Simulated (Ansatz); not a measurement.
**Cd under changes of volume**

One of the cells (21.585 Å³/atom); the others are scaled copies at fixed shape and fractional positions:

```xyz
2
Lattice="2.9789 0.0000 0.0000 -1.4894 2.5798 0.0000 0.0000 0.0000 5.6177" Properties=species:S:1:pos:R:3 pbc="T T T"
Cd    1.4894    0.8599    4.2132
Cd    0.0000    1.7199    1.4044
```

```yaml
Program: Ansatz 0.2.0
Functional: PBEsol
Potentials_or_basis: all-electron LAPW, scalar-relativistic
Cutoff: 241 eV (chosen from the basis error)
Basis_error_allowed: 0.0005 eV/atom
k_mesh: 10 × 10 × 5
Occupations: fermi-dirac, width 0.05 eV
Spin: no spin polarisation
```

```tsv
volume (Å³/atom)	energy over the lowest point (meV/atom)	pressure (GPa)
20.290	5.05	2.4
20.722	0.61	0.9
21.154	0.00	-0.4
21.585	2.72	-1.6
22.017	?	?
22.449	16.47	-3.4
22.880	26.78	-4.2
```

Question: What does the run at 22.017 Å³/atom give?

Answer: Energy over the lowest point 8.34 meV/atom; pressure -2.6 GPa.

Worked out: A Birch-Murnaghan fit of order 3 (a polynomial in V^(-2/3)) to the other rows has its minimum at 21.01 Å³/atom with B0 = V·E''(V) = 63 GPa and B' = 5.7 at fixed shape and positions, which overstates the stiffness. It gives 8.33 meV/atom at 22.017 Å³/atom, against the run's 8.34, and -dE/dV = -2.6 GPa, against -2.6.

Energies are extrapolated to zero smearing.
